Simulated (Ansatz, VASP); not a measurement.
## LiF in VASP and in Ansatz

Contents of INCAR:

```
SYSTEM = LiF
PREC = Accurate
ENCUT = 600
EDIFF = 1E-6
ISMEAR = 0
SIGMA = 0.02
LREAL = .False.
LASPH = .True.
NELM = 80
ALGO = Normal
ISIF = 3
LWAVE = .False.
LCHARG = .False.
GGA = PE
IBRION = 2
NSW = 100
EDIFFG = -0.005
```

The input KPOINTS:

```
regular mesh
0
Gamma
  10 10 10
  0 0 0
```

File POSCAR:

```
LiF
1.0
    0.0000000000      2.0417135738      2.0417135738
    2.0417135738      0.0000000000      2.0417135738
    2.0417135738      2.0417135738      0.0000000000
Li F
1 1
Direct
    0.0000000000      0.0000000000      0.0000000000
    0.5000000000      0.5000000000      0.5000000000
```

Input for Ansatz:

```yaml
crystal:
  lattice:
    - [0.0, 2.0417135738, 2.0417135738]
    - [2.0417135738, 0.0, 2.0417135738]
    - [2.0417135738, 2.0417135738, 0.0]
  atoms:
    - { symbol: Li, position: [0.0, 0.0, 0.0] }
    - { symbol: F, position: [0.5, 0.5, 0.5] }
basis:
  ecutwfc: 420
kpoints:
  mp_grid: { grid: [10, 10, 10] }
hamiltonian:
  xc: pbe
scf:
  occupations: { method: gaussian, width: 0.02 }
output:
  forces: true
  stress: true
  eigenvalues: true
relax:
  adjacent_minimum: "off"
  f_tol: 0.005
  max_steps: 80
  cell: { stress_tol: 0.05 }
```

The cell is a database's computed one.

Alike in both runs: task relaxation of cell and atoms; functional PBE; k mesh 10 × 10 × 10; occupations gaussian, width 0.02 eV; no spin polarisation.

```csv
,VASP,Ansatz
version,VASP 6.6.1,Ansatz 0.2.0
potentials or method,"VASP PAW PBE potentials, release 64 (Li_sv, F)","scalar-relativistic, plane waves, PAW"
plane-wave cutoff (eV),600,420
valence electrons in the cell,10,10
```

|  | VASP | Ansatz | Ansatz less VASP |
| --- | --- | --- | --- |
| gap on the k mesh at the Fermi level, each at its own relaxed structure (eV) | 8.94 | 8.83 | -0.110 |
| relaxed volume (Å³/atom) | 8.31 | 8.42 | +0.107 |
| relaxed cell length with the largest relative difference (Å) | 2.864 | 2.877 | +0.0123 |

Caveats: the cutoff is under 1.25 times the usual one of these potentials, so pressure, stress and relaxed cells hold a basis-set (Pulay) error (VASP). A hybrid or GW would open this gap; PBE tends to underestimate it. A k mesh can miss the band edges.
